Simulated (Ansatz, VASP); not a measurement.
**One calculation of ZrB2, two programs**

```
CELL_PARAMETERS angstrom
3.15125 0.00000 0.00000
-1.57562 2.72906 0.00000
0.00000 0.00000 3.51550
ATOMIC_POSITIONS crystal
Zr 0.00000 0.00000 0.00000
B 0.33333 0.66667 0.50000
B 0.66667 0.33333 0.50000
```

Alike in both runs: functional PBE; k mesh 12 × 12 × 10; occupations gaussian, width 0.05 eV; no spin polarisation.

Ansatz relaxed the structure, and its values are those at the end. VASP's run is a single point on that final structure, the one shown.

|  | VASP | Ansatz |
| --- | --- | --- |
| version | VASP 6.6.1 | Ansatz 0.2.0 |
| potentials or method | VASP PAW PBE potentials, release 64 (Zr_sv, B) | scalar-relativistic, plane waves, PAW |
| plane-wave cutoff (eV) | 520 | 420 |
| valence electrons in the cell | 18 | 18 |

```csv
,VASP,Ansatz,Ansatz less VASP
gap on the k mesh at the Fermi level (eV),none,none,-
pressure (GPa),5.1,5.0,-0.16
```

A gap of «none» marks a metal or a gap that the smearing closes. With one functional, cell and mesh, what is left measures potentials, basis and numerics.
